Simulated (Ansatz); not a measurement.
## CdS: eigenvalues along the path

```xyz
4
Lattice="4.1348 -0.0413 -0.0413 -2.1032 3.6015 -0.0151 -0.0675 -0.0675 6.7490" Properties=species:S:1:pos:R:3 pbc="T T T"
Cd   -0.0239    2.3872   -0.0239
Cd    2.0217    1.1392    3.3419
S    -0.0499    2.3612    2.5745
S     1.9957    1.1132    5.9403
```

Atoms are numbered in the order listed.

The cell is COD entry 9008862, as deposited and not checked against the literature; nothing was relaxed. It differs from other determinations. The listed cell was then made from it by scaling, straining or moving an atom.

Level of theory: DFT, PBEsol, all-electron LAPW, scalar-relativistic (Ansatz 0.2.0).

Sampling and basis: a Γ-centred 7×7×4 k mesh, Fermi–Dirac smearing of 0.01 eV, basis error target 1 meV/atom, no spin polarisation.

Path points, in fractions of the reciprocal vectors: Γ (0.000, 0.000, 0.000), X (0.000, 0.000, 0.500), Y (-0.500, 0.500, 0.000), Z (0.000, -0.500, 0.000), R (-0.500, 0.000, 0.500), T (-0.500, 0.000, 0.000), U (0.000, -0.500, 0.500). Levels in eV from the valence-band top; bands 17 to 39, counted from the lowest band of the run. The gap is 1.04 eV, direct at Γ.

```
# k(1/Å) point b17 b18 b19 b20 b21 b22 b23 b24 b25 b26 b27 b28 b29 b30 b31 b32 b33 b34 b35 b36 b37 b38 b39
0.000 Γ -12.39 -11.96 -7.76 -7.75 -7.69 -7.68 -7.67 -7.30 -7.30 -7.21 -7.21 -6.86 -4.33 -0.78 -0.73 -0.11 -0.08 0.00 1.04 2.55 6.24 6.41 6.59
0.093 - -12.38 -11.97 -7.76 -7.74 -7.69 -7.68 -7.66 -7.30 -7.30 -7.21 -7.21 -6.91 -4.22 -0.77 -0.71 -0.34 -0.10 -0.03 1.27 2.57 6.25 6.40 6.49
0.186 - -12.35 -12.00 -7.75 -7.74 -7.69 -7.69 -7.65 -7.29 -7.29 -7.22 -7.21 -7.04 -3.93 -0.82 -0.72 -0.66 -0.15 -0.09 1.71 2.61 6.20 6.27 6.47
0.279 - -12.30 -12.05 -7.75 -7.74 -7.70 -7.69 -7.61 -7.28 -7.28 -7.23 -7.22 -7.19 -3.52 -1.36 -0.65 -0.59 -0.23 -0.17 2.14 2.66 5.95 6.33 6.52
0.373 - -12.24 -12.11 -7.74 -7.73 -7.71 -7.70 -7.55 -7.34 -7.26 -7.26 -7.23 -7.23 -3.02 -1.92 -0.55 -0.50 -0.33 -0.27 2.47 2.70 5.83 6.22 6.42
0.466 X -12.18 -12.17 -7.74 -7.73 -7.71 -7.71 -7.46 -7.46 -7.25 -7.25 -7.24 -7.24 -2.48 -2.48 -0.46 -0.44 -0.39 -0.36 2.65 2.66 5.93 5.94 6.52
0.664 - -12.21 -12.08 -7.72 -7.71 -7.69 -7.68 -7.54 -7.36 -7.26 -7.26 -7.23 -7.20 -3.02 -2.02 -0.92 -0.63 -0.59 -0.37 2.81 3.10 5.60 5.80 6.49
0.862 - -12.18 -11.97 -7.69 -7.66 -7.64 -7.62 -7.54 -7.33 -7.28 -7.27 -7.22 -7.03 -3.47 -2.19 -1.76 -1.00 -0.69 -0.50 2.99 3.79 5.40 5.59 6.58
1.059 - -12.10 -11.88 -7.65 -7.64 -7.55 -7.53 -7.44 -7.34 -7.28 -7.26 -7.20 -6.82 -3.83 -2.87 -2.42 -1.42 -0.72 -0.64 3.12 4.02 5.29 5.70 7.15
1.257 - -12.01 -11.83 -7.63 -7.62 -7.49 -7.44 -7.37 -7.34 -7.26 -7.18 -7.13 -6.72 -4.14 -3.45 -2.68 -1.74 -1.04 -0.78 3.42 3.88 5.13 5.92 7.23
1.455 Y -11.96 -11.82 -7.63 -7.62 -7.46 -7.39 -7.38 -7.34 -7.24 -7.17 -6.93 -6.80 -4.25 -3.69 -2.67 -1.86 -1.28 -0.83 3.60 3.80 4.93 6.18 7.15
1.629 - -12.01 -11.83 -7.63 -7.62 -7.48 -7.42 -7.37 -7.36 -7.26 -7.18 -7.13 -6.71 -4.13 -3.41 -2.76 -1.76 -1.08 -0.75 3.51 3.85 5.04 6.07 7.17
1.803 - -12.13 -11.86 -7.66 -7.65 -7.54 -7.50 -7.46 -7.35 -7.28 -7.27 -7.19 -6.72 -3.95 -2.88 -2.48 -1.51 -0.70 -0.54 3.14 3.93 5.24 6.05 7.18
1.977 - -12.25 -11.90 -7.70 -7.68 -7.62 -7.60 -7.58 -7.33 -7.30 -7.26 -7.20 -6.78 -4.08 -2.12 -1.64 -1.16 -0.38 -0.28 2.48 3.70 5.43 6.42 6.97
2.151 - -12.35 -11.95 -7.74 -7.73 -7.67 -7.66 -7.64 -7.31 -7.30 -7.23 -7.21 -6.84 -4.26 -1.23 -0.86 -0.70 -0.18 -0.08 1.64 2.98 5.91 6.56 6.76
2.325 Γ -12.39 -11.96 -7.76 -7.75 -7.69 -7.68 -7.67 -7.30 -7.30 -7.21 -7.21 -6.86 -4.33 -0.78 -0.73 -0.11 -0.08 0.00 1.04 2.55 6.24 6.41 6.59
2.501 - -12.35 -11.95 -7.74 -7.73 -7.67 -7.66 -7.65 -7.31 -7.30 -7.23 -7.21 -6.83 -4.26 -1.20 -0.89 -0.68 -0.17 -0.10 1.64 2.98 5.96 6.50 6.74
2.676 - -12.25 -11.90 -7.69 -7.67 -7.62 -7.59 -7.59 -7.33 -7.30 -7.26 -7.20 -6.78 -4.08 -2.09 -1.62 -1.21 -0.38 -0.31 2.47 3.66 5.48 6.42 6.89
2.852 - -12.12 -11.85 -7.65 -7.64 -7.53 -7.50 -7.47 -7.35 -7.29 -7.27 -7.19 -6.71 -3.93 -2.87 -2.45 -1.56 -0.70 -0.59 3.13 3.85 5.29 6.05 7.09
3.027 - -12.00 -11.82 -7.62 -7.62 -7.47 -7.43 -7.37 -7.36 -7.26 -7.18 -7.13 -6.69 -4.11 -3.41 -2.73 -1.83 -1.08 -0.81 3.47 3.75 5.06 6.10 7.08
3.203 Z -11.95 -11.82 -7.62 -7.61 -7.45 -7.39 -7.38 -7.35 -7.24 -7.17 -6.92 -6.78 -4.24 -3.69 -2.63 -1.93 -1.28 -0.89 3.56 3.70 4.93 6.23 7.05
3.400 - -11.95 -11.82 -7.62 -7.59 -7.46 -7.42 -7.37 -7.33 -7.25 -7.19 -6.97 -6.72 -4.18 -3.66 -2.58 -2.07 -1.24 -1.08 3.70 4.08 5.09 6.00 6.80
3.596 - -11.94 -11.82 -7.62 -7.55 -7.48 -7.46 -7.35 -7.33 -7.26 -7.24 -6.99 -6.68 -4.05 -3.64 -2.54 -2.15 -1.55 -1.03 4.04 4.66 5.28 5.83 6.55
3.793 - -11.92 -11.83 -7.59 -7.55 -7.49 -7.48 -7.36 -7.34 -7.25 -7.24 -6.96 -6.72 -4.05 -3.77 -2.43 -1.91 -1.68 -0.95 3.92 4.49 5.31 5.80 6.39
3.990 - -11.90 -11.85 -7.58 -7.55 -7.53 -7.49 -7.35 -7.32 -7.24 -7.22 -6.90 -6.79 -4.21 -4.05 -1.96 -1.62 -1.51 -1.03 3.39 3.81 5.10 5.48 6.93
4.186 R -11.88 -11.86 -7.58 -7.57 -7.53 -7.49 -7.34 -7.32 -7.22 -7.21 -6.87 -6.84 -4.30 -4.19 -1.51 -1.50 -1.41 -1.24 3.26 3.32 5.02 5.24 7.67
4.384 - -11.93 -11.87 -7.60 -7.56 -7.55 -7.50 -7.36 -7.34 -7.24 -7.21 -7.02 -6.86 -4.05 -3.86 -1.75 -1.56 -1.26 -1.05 3.19 3.61 5.05 5.39 7.41
4.582 - -12.06 -11.89 -7.62 -7.61 -7.57 -7.54 -7.44 -7.36 -7.27 -7.23 -7.21 -6.90 -3.66 -3.01 -2.15 -1.43 -0.88 -0.77 3.16 3.91 5.15 5.62 7.07
4.780 - -12.22 -11.93 -7.68 -7.67 -7.62 -7.60 -7.58 -7.32 -7.29 -7.28 -7.21 -6.90 -3.78 -2.02 -1.79 -1.17 -0.48 -0.43 2.70 3.68 5.54 5.90 6.79
4.977 - -12.34 -11.95 -7.73 -7.73 -7.67 -7.66 -7.65 -7.30 -7.30 -7.23 -7.21 -6.88 -4.16 -1.15 -0.90 -0.81 -0.19 -0.14 1.76 2.98 6.03 6.44 6.59
5.175 Γ -12.39 -11.96 -7.76 -7.75 -7.69 -7.68 -7.67 -7.30 -7.30 -7.21 -7.21 -6.86 -4.33 -0.78 -0.73 -0.11 -0.08 0.00 1.04 2.55 6.24 6.41 6.59
5.352 - -12.35 -11.95 -7.74 -7.73 -7.67 -7.66 -7.65 -7.31 -7.30 -7.23 -7.20 -6.83 -4.26 -1.18 -0.92 -0.67 -0.17 -0.14 1.64 2.97 6.02 6.43 6.72
5.529 - -12.25 -11.90 -7.68 -7.68 -7.61 -7.60 -7.59 -7.33 -7.30 -7.26 -7.20 -6.78 -4.07 -2.07 -1.60 -1.25 -0.39 -0.35 2.47 3.62 5.53 6.43 6.81
5.706 - -12.11 -11.85 -7.64 -7.63 -7.52 -7.51 -7.48 -7.35 -7.28 -7.27 -7.19 -6.71 -3.92 -2.86 -2.42 -1.62 -0.69 -0.65 3.12 3.77 5.33 6.06 7.00
5.883 - -11.99 -11.82 -7.61 -7.61 -7.45 -7.44 -7.38 -7.36 -7.25 -7.18 -7.12 -6.68 -4.10 -3.40 -2.69 -1.90 -1.08 -0.87 3.44 3.65 5.07 6.13 6.98
6.061 T -11.94 -11.82 -7.61 -7.60 -7.43 -7.40 -7.39 -7.35 -7.24 -7.17 -6.91 -6.77 -4.23 -3.69 -2.59 -2.00 -1.29 -0.95 3.51 3.59 4.94 6.27 6.94
6.258 - -11.94 -11.82 -7.61 -7.58 -7.44 -7.43 -7.38 -7.33 -7.25 -7.19 -6.96 -6.71 -4.17 -3.66 -2.56 -2.12 -1.24 -1.13 3.67 3.98 5.07 6.05 6.74
6.456 - -11.94 -11.82 -7.61 -7.55 -7.47 -7.46 -7.35 -7.33 -7.26 -7.24 -6.99 -6.67 -4.04 -3.64 -2.56 -2.16 -1.56 -1.04 4.03 4.62 5.23 5.85 6.53
6.654 - -11.92 -11.83 -7.59 -7.55 -7.49 -7.48 -7.35 -7.34 -7.25 -7.24 -6.96 -6.72 -4.06 -3.77 -2.41 -1.90 -1.67 -0.95 3.94 4.51 5.37 5.79 6.41
6.852 - -11.90 -11.85 -7.59 -7.55 -7.54 -7.50 -7.34 -7.32 -7.23 -7.22 -6.91 -6.81 -4.22 -4.06 -1.91 -1.60 -1.49 -1.03 3.42 3.86 5.13 5.49 7.00
7.050 U -11.88 -11.87 -7.59 -7.58 -7.54 -7.51 -7.33 -7.31 -7.22 -7.22 -6.87 -6.85 -4.29 -4.21 -1.45 -1.44 -1.38 -1.27 3.31 3.36 5.07 5.22 7.64
```
